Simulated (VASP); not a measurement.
# Settings for Rh: band structure

Rh, Fm-3m (no. 225), 1 atom in the cell. LDA, spin-orbit coupling; PAW potentials Rh_pv (LDA set). VASP 6.6.1.

Wanted: band energies at the path's corners within 0.02 eV.

What the run is for: bands; Accuracy asked: standard; Route: KPOINTS_OPT.

Band energies at the path's corners: counted from the Fermi level of the mesh, whose own shifts they hold.

POSCAR:
```
Rh
1.0
    0.0000000000      1.8978500000      1.8978500000
    1.8978500000      0.0000000000      1.8978500000
    1.8978500000      1.8978500000      0.0000000000
Rh
1
Direct
    0.0000000000      0.0000000000      0.0000000000
```

The series start from Plane-wave cutoff (eV): 280; Smearing width (eV): 0.1; k-point mesh: 14 × 14 × 14; Electronic threshold (eV): 1e-6; Precision mode (PREC): Accurate; Highest l that the mixer handles (LMAXMIX): 4. Each series keeps the choices made before it, and each single choice may use up half of a tolerance.

## Plane-wave cutoff (eV)

| Plane-wave cutoff (eV) | Band energies at the path's corners, largest deviation (eV) | Time (s) |
|---|---|---|
| 200 | 0.255 | 14 |
| 240 | 0.068 | 20 |
| 280 | 0.015 | 27 |
| 320 | 0.013 | 27 |
| 390 | 0.004 | 43 |
| 490 (reference) | 0.000 | 53 |

## Smearing width (eV)

| Smearing width (eV) | Band energies at the path's corners, largest deviation (eV) | Time (s) |
|---|---|---|
| 0.4 | 0.061 | 43 |
| 0.3 | 0.041 | 44 |
| 0.2 | 0.023 | 41 |
| 0.15 | 0.015 | 41 |
| 0.1 | 0.009 | 43 |
| 0.05 (reference) | 0.000 | 42 |

## k-point mesh

| k-point mesh | Band energies at the path's corners, largest deviation (eV) | Time (s) |
|---|---|---|
| 5 × 5 × 5 | 0.269 | 20 |
| 7 × 7 × 7 | 0.063 | 22 |
| 9 × 9 × 9 | 0.074 | 25 |
| 11 × 11 × 11 | 0.043 | 29 |
| 14 × 14 × 14 | 0.059 | 43 |
| 16 × 16 × 16 | 0.021 | 50 |
| 20 × 20 × 20 | 0.005 | 76 |
| 23 × 23 × 23 | 0.019 | 100 |
| 28 × 28 × 28 (reference) | 0.000 | 160 |

## Electronic threshold (eV)

| Electronic threshold (eV) | Band energies at the path's corners, largest deviation (eV) | Time (s) |
|---|---|---|
| 0.001 | 0.002 | 115 |
| 0.0001 | 0.000 | 126 |
| 1e-5 | 0.000 | 136 |
| 1e-6 | 0.000 | 160 |
| 1e-7 (reference) | 0.000 | 153 |

## Precision mode (PREC)

| Precision mode (PREC) | Band energies at the path's corners, largest deviation (eV) | Time (s) |
|---|---|---|
| SingleN | 0.000 | 61 |
| Normal | 0.000 | 61 |
| Accurate (reference) | 0.000 | 115 |

## Highest l that the mixer handles (LMAXMIX)

| Highest l that the mixer handles (LMAXMIX) | Band energies at the path's corners, largest deviation (eV) | Time (s) |
|---|---|---|
| 4 | 0.000 | 61 |
| 2 | 0.000 | 61 |
| 6 | 0.000 | 61 |

## Question

The rows run from the loosest to the tightest (no order: highest l that the mixer handles). For each series: choose the loosest value from which every tighter one stays within half of the tolerance; where there is no order, keep the first row unless others stay within half of the tolerance and take at least 30 % less time, and then take the fastest.

## Answer

- Plane-wave cutoff (eV): 390
- Smearing width (eV): 0.1
- k-point mesh: 28 × 28 × 28, the tightest run, since the next looser one is off by more than half of the tolerance (convergence isn't shown beyond it)
- Electronic threshold (eV): 0.001
- Precision mode (PREC): SingleN
- Highest l that the mixer handles (LMAXMIX): 4

## All choices together

| Input | Band energies at the path's corners, largest deviation (eV) | Time (s) |
|---|---|---|
| the program's defaults (naive) | 0.282 | 5.3 |
| chosen settings | 0.005 | 61 |
| reference settings throughout | 0.000 | 207 |

The chosen settings stay within the tolerance of the reference run, but the reference itself isn't shown to be converged in: k-point mesh.

## The input

INCAR:
```
SYSTEM = Rh
  GGA = CA
  LSORBIT = .True.
  MAGMOM = 0 0 0
  LORBIT = 11
  ISMEAR = 2
  SIGMA = 0.1
  LWAVE = .False.
  LCHARG = .False.
  NBANDS = 37
  PREC = SingleN
  LASPH = .True.
  LREAL = .False.
  ALGO = Normal
  EDIFF = 0.001
  NELM = 200
  GGA_COMPAT = .False.
  ENCUT = 390
  LMAXMIX = 4
  KPAR = 2
```

KPOINTS:
```
Automatic mesh
0
Gamma
  28 28 28
  0 0 0
```

KPOINTS_OPT:
```
path GXWKGLUWLK,UX
12
line-mode
reciprocal
 0.0000000000  0.0000000000  0.0000000000  G
 0.5000000000  0.0000000000  0.5000000000  X

 0.5000000000  0.0000000000  0.5000000000  X
 0.5000000000  0.2500000000  0.7500000000  W

 0.5000000000  0.2500000000  0.7500000000  W
 0.3750000000  0.3750000000  0.7500000000  K

 0.3750000000  0.3750000000  0.7500000000  K
 0.0000000000  0.0000000000  0.0000000000  G

 0.0000000000  0.0000000000  0.0000000000  G
 0.5000000000  0.5000000000  0.5000000000  L

 0.5000000000  0.5000000000  0.5000000000  L
 0.6250000000  0.2500000000  0.6250000000  U

 0.6250000000  0.2500000000  0.6250000000  U
 0.5000000000  0.2500000000  0.7500000000  W

 0.5000000000  0.2500000000  0.7500000000  W
 0.5000000000  0.5000000000  0.5000000000  L

 0.5000000000  0.5000000000  0.5000000000  L
 0.3750000000  0.3750000000  0.7500000000  K

 0.6250000000  0.2500000000  0.6250000000  U
 0.5000000000  0.0000000000  0.5000000000  X
```

Commands:
```
cat potpaw_LDA.64/Rh_pv/POTCAR > POTCAR
mpirun -np 2 vasp_ncl > vasp.out
```

The chosen input took VASP 6.6.1 61 s on 2 cores (AMD EPYC 7R13 (Zen 3)), a shared host.

## An input that fails: fixed density asked without a density file

VASP's message: ERROR: charge density could not be read from file CHGCAR for ICHARG>10.

Changes against the starting input:
```
- NELM = 200
+ NELM = 92
+ ICHARG = 11
```
